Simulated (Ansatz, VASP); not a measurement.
One calculation of InAs, two programs

The input INCAR:

```
SYSTEM = InAs
PREC     = Accurate       ! precision mode
ENCUT    = 600            ! plane-wave cutoff, eV
EDIFF    = 1E-6           ! SCF threshold, eV
ISMEAR   = -1             ! smearing method
SIGMA    = 0.05           ! smearing width, eV
LREAL    = .False.        ! projectors in reciprocal space
LASPH    = .True.         ! aspherical terms in the spheres
NELM     = 80             ! most SCF steps
ALGO     = Normal         ! electronic algorithm
ISIF     = 3              ! what is computed and relaxed
LWAVE    = .False.        ! write WAVECAR
LCHARG   = .False.        ! write CHGCAR
GGA      = RP             ! functional
IVDW     = 12             ! dispersion correction
IBRION   = 2              ! ionic algorithm
NSW      = 80             ! ionic steps
EDIFFG   = -0.02          ! ionic threshold
```

File KPOINTS:

```
Automatic mesh
0
Gamma
  8 8 8
  0 0 0
```

Contents of POSCAR:

```
InAs
1.0
    0.0000000000      3.0180000000      3.0180000000
    3.0180000000      0.0000000000      3.0180000000
    3.0180000000      3.0180000000      0.0000000000
In As
1 1
Direct
    0.0000000000      0.0000000000      0.0000000000
    0.7500000000      0.7500000000      0.7500000000
```

File input.yaml:

```yaml
crystal:
  lattice:
    - [0.0, 3.018, 3.018]
    - [3.018, 0.0, 3.018]
    - [3.018, 3.018, 0.0]
  atoms:
    - { symbol: In, position: [0.0, 0.0, 0.0] }
    - { symbol: As, position: [0.75, 0.75, 0.75] }
kpoints:
  mp_grid: { grid: [8, 8, 8] }
scf:
  occupations: { method: fermi_dirac, width: 0.05 }
hamiltonian:
  xc: rpbe
  dispersion: d3bj
  pseudopotentials: { kind: all_electron, lapw: { basis_error: 0.001 } }
output:
  forces: true
  stress: true
relax:
  f_tol: 0.02
  max_steps: 60
  cell: {}
```

Alike in both runs: task relaxation of cell and atoms; functional RPBE; dispersion D3(BJ); k mesh 8 × 8 × 8; occupations fermi-dirac, width 0.05 eV; no spin polarisation.

|  | VASP | Ansatz |
| --- | --- | --- |
| version | VASP 6.6.1 | Ansatz 0.2.0 |
| potentials or method | VASP PAW PBE potentials, release 64 (In_d, As) | all-electron LAPW, scalar-relativistic |
| plane-wave cutoff (eV) | 600 | see its input |

Ansatz gave:

```
relaxed volume (Å³/atom)                                     : 25.72
relaxed cell length with the largest relative difference (Å) : 4.175
energy change over the relaxation (meV/atom)                 : -23
```

Problem. Estimate VASP's values.

Solution. Relaxed volume (Å³/atom): 25.76; relaxed cell length with the largest relative difference (Å): 4.177; energy change over the relaxation (meV/atom): -22.

Ansatz ran all-electron here, so the differences hold the error of VASP's frozen core and of both bases.

Caveats: the PAW data sets were made with another functional, which shifts forces and pressure a little (VASP).
